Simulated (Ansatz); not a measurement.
Input, command and steps of an Ansatz relaxation.

```yaml
crystal:
  lattice:
    - [0.0, 2.548805761, 2.548805761]
    - [2.548805761, 0.0, 2.548805761]
    - [2.548805761, 2.548805761, 0.0]
  atoms:
    - { symbol: Hf, position: [0.0, 0.0, 0.0] }
    - { symbol: O, position: [0.25, 0.25, 0.25] }
    - { symbol: O, position: [0.75, 0.75, 0.75] }
basis:
  ecutwfc: 420
kpoints:
  mp_grid: { grid: [8, 8, 8] }
hamiltonian:
  xc: pbesol
scf:
  occupations: { method: gaussian, width: 0.02 }
output:
  forces: true
  stress: true
  eigenvalues: true
relax:
  adjacent_minimum: "off"
  f_tol: 0.005
  max_steps: 50
  cell: { stress_tol: 0.05 }
```

```bash
ansatz run input.yaml --threads 1 --pin off --max-ram 2560MiB --backend cpu --events-out ev --progress --plain --runs-dir out
```

Computed with Ansatz 0.2.0, DFT PBEsol, scalar-relativistic, plane waves, PAW.

Of 7 frames 7 are shown, positions in Å and forces in eV/Å; the SCF threshold varies from step to step. Steps run on the plane waves of an earlier cell, with a Pulay correction in the pressure. The basis is chosen afresh for the last frame, the zero of the energies, and at times for earlier ones too; energy and pressure step there, also at an unchanged geometry.

```xyz
3
Lattice="0.0000 2.5488 2.5488 2.5488 0.0000 2.5488 2.5488 2.5488 0.0000" Properties=species:S:1:pos:R:3:forces:R:3 pbc="T T T" step=1 free_energy_over_end_meV_per_atom=8.70 pressure_GPa=-7.88
Hf    0.0000    0.0000    0.0000    0.0000    0.0000    0.0000
O     1.2744    1.2744    1.2744    0.0000    0.0000    0.0000
O     3.8232    3.8232    3.8232    0.0000    0.0000    0.0000
3
Lattice="0.0000 2.5168 2.5168 2.5168 0.0000 2.5168 2.5168 2.5168 0.0000" Properties=species:S:1:pos:R:3:forces:R:3 pbc="T T T" step=2 free_energy_over_end_meV_per_atom=-1.71 pressure_GPa=1.97
Hf    0.0000    0.0000    0.0000    0.0000    0.0000    0.0000
O     1.2584    1.2584    1.2584    0.0000    0.0000    0.0000
O     3.7751    3.7751    3.7751    0.0000    0.0000    0.0000
3
Lattice="0.0000 2.5230 2.5230 2.5230 0.0000 2.5230 2.5230 2.5230 0.0000" Properties=species:S:1:pos:R:3:forces:R:3 pbc="T T T" step=3 free_energy_over_end_meV_per_atom=-1.69 pressure_GPa=-0.09
Hf    0.0000    0.0000    0.0000    0.0000    0.0000    0.0000
O     1.2615    1.2615    1.2615    0.0000    0.0000    0.0000
O     3.7845    3.7845    3.7845    0.0000    0.0000    0.0000
3
Lattice="0.0000 2.5228 2.5228 2.5228 0.0000 2.5228 2.5228 2.5228 0.0000" Properties=species:S:1:pos:R:3:forces:R:3 pbc="T T T" step=4 free_energy_over_end_meV_per_atom=-1.71 pressure_GPa=0.00
Hf    0.0000    0.0000    0.0000    0.0000    0.0000    0.0000
O     1.2614    1.2614    1.2614    0.0000    0.0000    0.0000
O     3.7841    3.7841    3.7841    0.0000    0.0000    0.0000
3
Lattice="0.0000 2.5228 2.5228 2.5228 0.0000 2.5228 2.5228 2.5228 0.0000" Properties=species:S:1:pos:R:3:forces:R:3 pbc="T T T" step=5 free_energy_over_end_meV_per_atom=-0.07 pressure_GPa=-0.27
Hf    0.0000    0.0000    0.0000    0.0000    0.0000    0.0000
O     1.2614    1.2614    1.2614    0.0000    0.0000    0.0000
O     3.7841    3.7841    3.7841    0.0000    0.0000    0.0000
3
Lattice="0.0000 2.5219 2.5219 2.5219 0.0000 2.5219 2.5219 2.5219 0.0000" Properties=species:S:1:pos:R:3:forces:R:3 pbc="T T T" step=6 free_energy_over_end_meV_per_atom=-0.14 pressure_GPa=0.00
Hf    0.0000    0.0000    0.0000    0.0000    0.0000    0.0000
O     1.2610    1.2610    1.2610    0.0000    0.0000    0.0000
O     3.7829    3.7829    3.7829    0.0000    0.0000    0.0000
3
Lattice="0.0000 2.5219 2.5219 2.5219 0.0000 2.5219 2.5219 2.5219 0.0000" Properties=species:S:1:pos:R:3:forces:R:3 pbc="T T T" step=7 free_energy_over_end_meV_per_atom=0.00 pressure_GPa=-0.01
Hf    0.0000    0.0000    0.0000    0.0000    0.0000    0.0000
O     1.2610    1.2610    1.2610    0.0000    0.0000    0.0000
O     3.7829    3.7829    3.7829    0.0000    0.0000    0.0000
```

It took 9.4 s on 1 thread of Arm Neoverse V2, with other jobs on the host, peak memory 0.31 GiB.

Spin–orbit coupling is left out, which can shift energies with elements as heavy as these.